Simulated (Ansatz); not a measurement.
Crystal: NaCl.

```xyz
2
Lattice="0.0000 2.7941 2.7941 2.7941 0.0000 2.7941 2.7941 2.7941 0.0000" Properties=species:S:1:pos:R:3 pbc="T T T"
Cl    2.7941    2.7941    2.7941
Na    0.0000    0.0000    0.0000
```

The cell is a database's computed one.

```yaml
Program: Ansatz 0.2.0
Task: relaxation of cell and atoms
Functional: PBE
Potentials_or_basis: all-electron LAPW, scalar-relativistic
Basis_error_allowed: 0.001 eV/atom
k_mesh: 8 × 8 × 8
Occupations: fermi-dirac, width 0.05 eV
Spin: no spin polarisation
```

At the start: volume 21.81 Å³/atom.

Task: How do energy, volume and symmetry change on relaxing?

Result: Over 4 steps the energy falls by 6.0 meV/atom and the volume is 23.07 Å³/atom (+5.8 %); space group Fm-3m (No. 225, to 0.05 Å).

Step by step:
```csv
step,energy change (eV),largest force (eV/Å),volume (Å³)
1,0.0000,0.0000,43.63
2,-0.0107,0.0000,45.34
3,-0.0120,0.0000,46.14
4,-0.0120,0.0000,46.14
```

Final structure:
```
Cl Na
1.0
     0.00000    2.84668    2.84668
     2.84668    0.00000    2.84668
     2.84668    2.84668    0.00000
Cl Na
1 1
Cartesian
  2.8467 2.8467 2.8467
  0.0000 0.0000 0.0000
```
